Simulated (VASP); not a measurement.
# GaAs (F-43m): a series in biaxial strain in the (111) plane, part 2 of 2

Wanted: the response of GaAs to biaxial strain in the (111) plane, as a table, with a fit that predicts a row left out.

VASP 6.6.1, plane waves and PAW; the level of theory is named at each step.

So far. Step 5 (Band edges, LDA): The run ends at a pressure of 2.45 GPa, with forces up to 0.0018 eV/Å.

### Step 6. All members

LASPH is off in runs at LDA and on in runs at HSE06.

Hybrid runs start from orbitals of a short LDA run, not shown.

Runs beyond LDA use the data sets made with LDA; this shifts their levels slightly, and their total energies have another zero.

The other members went through these steps as far as the tables show, with the same cutoff and, step by step, the same mesh; 33 runs are not shown. The session took 6.7 core hours (wall time by ranks) on a shared machine.

```csv
in-plane strain (%),strain along the normal (%),"in-plane stress, tension positive (GPa)",energy above the unstrained row (meV/atom),"gap on the mesh, LDA (eV)"
-2.000,0.962,-3.705,10.205,0.623
-1.000,0.472,-1.779,2.585,0.580
-0.500,0.225,-0.866,0.680,0.549
0,0.000,0.007,0.000,0.512
0.500,-0.225,0.844,0.503,0.415
1.000,-0.462,1.652,2.139,0.324
2.000,-0.916,3.140,8.636,0.186
```

Slopes at zero strain, from cubics through all rows: strain ratio -0.461, stress over strain 171 GPa.

Band edges at HSE06, counted from the valence-band top at Γ, with one row partly withheld:

```csv
in-plane strain (%),gap (eV),conduction band at Γ (eV),Δ or X valley along z (eV),Δ or X valley along x (eV),"lowest conduction level at L, [111] (eV)","lowest conduction level at L, [-111] (eV)",second valence level below the top (eV),third valence level below the top (eV)
-2.000,1.763,1.763,1.822,1.822,2.207,1.765,0.000,0.287
-1.000,1.717,1.717,1.948,1.948,2.037,1.824,0.000,0.133
-0.500,1.682,1.682,1.990,1.990,1.952,1.849,0.000,0.063
0,1.638,1.638,2.026,2.026,1.869,1.869,0.000,0.000
0.500,1.530,1.530,1.997,1.997,1.729,1.829,0.058,0.058
1.000,1.424,1.424,1.964,1.964,?,1.792,0.111,0.111
2.000,1.214,1.214,1.892,1.892,1.339,1.725,0.204,0.204
```

Conduction masses, in electron masses:

```
in-plane strain (%)  conduction mass at Γ, along the strain axis or the normal of the plane  conduction mass at Γ, across the strain axis or in the plane  L [111] mass, longitudinal  L [111] mass, transverse along [1-10]
             -2.000                                                                   0.068                                                         0.089                       1.708                                  0.116
             -1.000                                                                   0.071                                                         0.079                       1.653                                  0.114
             -0.500                                                                   0.072                                                         0.075                       1.642                                  0.113
                  0                                                                   0.072                                                         0.072                       1.634                                  0.112
              0.500                                                                   0.071                                                         0.068                       1.601                                  0.111
              1.000                                                                   0.071                                                         0.065                       1.570                                  0.110
              2.000                                                                   0.067                                                         0.059                       1.516                                  0.109
```

Band edges at LDA, counted from the valence-band top at Γ:

| in-plane strain (%) | gap (eV) | conduction band at Γ (eV) | Δ or X valley along z (eV) | Δ or X valley along x (eV) | lowest conduction level at L, [111] (eV) | lowest conduction level at L, [-111] (eV) | second valence level below the top (eV) | third valence level below the top (eV) |
| --- | --- | --- | --- | --- | --- | --- | --- | --- |
| -2.000 | 0.621 | 0.621 | 1.061 | 1.061 | 1.233 | 0.819 | 0.000 | 0.280 |
| -1.000 | 0.578 | 0.578 | 1.177 | 1.177 | 1.078 | 0.879 | 0.000 | 0.129 |
| -0.500 | 0.547 | 0.548 | 1.222 | 1.222 | 1.002 | 0.906 | 0.000 | 0.062 |
| 0 | 0.510 | 0.510 | 1.258 | 1.258 | 0.928 | 0.928 | 0.000 | 0.000 |
| 0.500 | 0.413 | 0.413 | 1.230 | 1.230 | 0.799 | 0.892 | 0.056 | 0.056 |
| 1.000 | 0.322 | 0.322 | 1.201 | 1.201 | 0.677 | 0.861 | 0.105 | 0.105 |
| 2.000 | 0.169 | 0.184 | 1.159 | 1.159 | 0.470 | 0.826 | 0.171 | 0.171 |

Conduction masses, in electron masses:

```
in-plane strain (%)  L [111] mass, longitudinal  L [111] mass, transverse along [1-10]
             -2.000                       1.856                                  0.104
             -1.000                       1.791                                  0.102
             -0.500                       1.745                                  0.100
                  0                       1.741                                  0.099
              0.500                       1.698                                  0.098
              1.000                       1.700                                  0.096
              2.000                       1.643                                  0.094
```

### Step 7. A fit to the known rows

The quantity to fit is the splitting of the lowest conduction levels at the L points ([111] less [-111]) at HSE06: 0.442, 0.213, 0.104, 0.000, -0.100, -0.385 eV in the rows shown.

Fitting a parabola to the 6 known rows (d: strain along the axis less the strain across it, in %) gives E = 0.002882 d² + 0.1405 d + 5.93e-5 in eV; the residuals are 7.9e-5 eV r.m.s.

For the withheld row, d = -1.462, the fit gives -0.1992 eV.

### Step 8. Prediction against calculation

The calculation gives -0.1987 eV, so the prediction is 0.0005 eV too low, more than twice the residual of the fit.

The splitting is Ξu times 8/9 of d, with d as a fraction, so the linear term gives Ξu = 15.8 eV.

### Step 9. Results

```yaml
ratio_of_normal_to_in_plane_strain: -0.461
biaxial_modulus: 171 GPa
gap_of_the_unstrained_cell_hse06: 1.64 eV
gap_of_the_unstrained_cell_lda: 0.51 eV
shear_deformation_potential_u_of_the_lowest_conduction_levels_at_l: 15.8 eV
error_of_the_predicted_row: -0.5 meV
```

**Reading.** As a check, the curvature of the energy gives 172 GPa for the same modulus (energy per volume = M × strain²), 0 % from the slope of the stress. At HSE06 the lowest conduction valley is Γ throughout, and the gap runs between 1.21 and 1.76 eV. At LDA the lowest conduction valley is Γ throughout, and the gap runs between 0.17 and 0.62 eV. Hole masses are left out throughout, since the top bands are degenerate or cross in many series; of conduction masses, those of the Γ, L and (for Si and Ge under (001) strain) Δ valleys are kept where they change by under an eighth between rows. A measured gap of unstrained GaAs is 1.42 eV (arxiv:0805.2212, direct gap E0 at Gamma from PR, 300 K); the static gaps here belong to the lattice relaxed at LDA. HSE06 ran on a coarser mesh than the semilocal levels. Semilocal gaps are as a rule too small. Spin-orbit coupling is left out at HSE06 and LDA, so the valence splittings there lack it. Δ or X levels are the lowest on their line, refined by a parabola unless they lie at X; the gap is read from all points sampled and can differ from the lowest valley by some meV, or by tens of meV where strain moves the valence top off Γ. Temperature, zero-point motion and excitons are left out.

[Lines on the potential files, build, host, timing and source positions are cut from VASP's logs without a mark.]

[Logs are printed without paths, hosts, clocks, repeated set-up lines and the standing remarks that a program may print on its own settings, such as how far it seeks lower states.]

[Hosts, paths, dates, database ids (printed as entryN), source tags and the programs' standing remarks are cut or masked in the printed files.]

[In band tables of VASP the shares of atoms and orbitals are scaled to a sum of 1 inside the atoms' spheres.]
